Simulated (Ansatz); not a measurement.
# C: the cost of one run

Method: DFT PBEsol, scalar-relativistic, plane waves, PAW, in Ansatz 0.2.0.

**1. The starting structure**

It takes space group R-3m (No. 166, trigonal). The conventional cell has a = 2.459 Å, b = 2.459 Å, c = 10.794 Å, α = 90.00°, β = 90.00°, γ = 120.00°. C (site symmetry 3m) has 3 C at 1.42 Å as nearest neighbours.

As a file:

```xyz
2
Lattice="1.2295 0.7098 3.5981 -1.2295 0.7098 3.5981 0.0000 -1.4197 3.5981" Properties=species:S:1:pos:R:3 pbc="T T T"
C     0.0000    0.0000    1.7988
C     0.0000    0.0000    8.9955
```

This cell was relaxed beforehand with the same method: volume 9.42 Å³/atom, gap on the mesh 0.44 eV.

**2. The (101) slab**

Planes are indexed in the bulk's conventional cell (R-3m (No. 166)), a = 2.459 Å, b = 2.459 Å, c = 10.794 Å, α = 90.00°, β = 90.00°, γ = 120.00°.

Cut from the relaxed bulk: a (101) slab, 11.1 Å thick as cut, with 15 Å of vacuum; its outer planes are C (top) and C (bottom).

The slab as cut. Its planes from the bottom up:

| plane | atoms per cell | height over the lowest (Å) |
| --- | --- | --- |
| 1 | C | 0.00 |
| 2 | C | 0.70 |
| 3 | C | 2.09 |
| 4 | C | 2.79 |
| 5 | C | 4.18 |
| 6 | C | 4.87 |
| 7 | C | 6.27 |
| 8 | C | 6.96 |
| 9 | C | 8.36 |
| 10 | C | 9.05 |
| 11 | C | 10.45 |
| 12 | C | 11.14 |

**3. The slab as cut, atoms at the bulk's places**

The cell repeats along c, and a dipole correction in the vacuum removes the field between the copies.

The input, input.yaml:

```yaml
crystal:
  lattice:
    - [2.4589102515, 0.0, 0.0]
    - [-1.2294551258, 3.6674497179, 0.0]
    - [0.0, 0.0, 26.1423518143]
  atoms:
    - { symbol: C, position: [0.7967867864, 0.5935735727, 0.2868907914] }
    - { symbol: C, position: [0.3155952837, 0.6311905674, 0.313525387] }
    - { symbol: C, position: [0.3529778214, 0.7059556428, 0.3668075557] }
    - { symbol: C, position: [0.8717863187, 0.7435726374, 0.3934421513] }
    - { symbol: C, position: [0.9091688564, 0.8183377128, 0.44672432] }
    - { symbol: C, position: [0.4279773537, 0.8559547075, 0.4733589156] }
    - { symbol: C, position: [0.4653598914, 0.9307197829, 0.5266410844] }
    - { symbol: C, position: [0.9841683888, 0.9683367775, 0.55327568] }
    - { symbol: C, position: [0.0215509265, 0.0431018529, 0.6065578487] }
    - { symbol: C, position: [0.5403594238, 0.0807188476, 0.6331924443] }
    - { symbol: C, position: [0.5777419615, 0.155483923, 0.686474613] }
    - { symbol: C, position: [0.0965504588, 0.1931009176, 0.7131092086] }
basis:
  ecutwfc: 420
kpoints:
  mp_grid: { grid: [15, 10, 1] }
hamiltonian:
  xc: pbesol
scf:
  occupations: { method: gaussian, width: 0.05 }
output:
  forces: true
  stress: true
  eigenvalues: true
  write_density: true
  write_potential: true
  elf: true
  volumetric_format: npy
efield:
  axis: 3
  dipole_correction: true
  ramp_width: 0.04
```

Command:

```sh
$ ansatz run input.yaml --threads 1 --pin off --max-ram 2560MiB --backend cpu --events-out ev --progress --plain --runs-dir out
```

**Question.** How long does this run take on 1 thread of Intel Xeon at 2.50GHz (Skylake/Cascade Lake), shared host, and how much memory does it need?

About 3.7 min, with a peak of 0.73 GiB.
